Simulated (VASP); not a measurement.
A run of VASP 6.6.1 is set up as follows.

Contents of INCAR:

```
PREC = Accurate
ENCUT = 520
EDIFF = 1E-6
ISMEAR = -1
SIGMA = 0.02
LREAL = F
LASPH = T
NELM = 100
ALGO = Normal
ISIF = 2
LWAVE = F
LCHARG = F
GGA = PE
NBANDS = 11
```

KPOINTS

```
regular mesh
0
Gamma
  10 10 10
```

POSCAR

```
AlN
1.0
   -0.1090691236      2.1996897903      2.1996897903
    2.1996897903     -0.1090691236      2.1996897903
    2.1996897903      2.1996897903     -0.1090691236
Al N
1 1
Direct
   -0.0026399094     -0.0026399094     -0.0026399094
    0.2526399094      0.2526399094      0.2526399094
```

Potentials or basis: VASP PAW PBE potentials, release 64 (Al, N).

The run is started by

```console
$ cat potpaw_PBE.64/Al/POTCAR potpaw_PBE.64/N/POTCAR > POTCAR
$ mpirun -np 1 vasp_std > vasp.out
```

Q: Predict the pressure.

A: -11.5 GPa.

Q: What does it give for the band gap on the k mesh?

A: 2.88 eV, indirect (least direct gap 2.96 eV).

Forces in eV/Å, atoms in the order of the input:
```
Al  -0.035 -0.035 -0.035
N    0.035  0.035  0.035
```

A k mesh can miss the band edges.
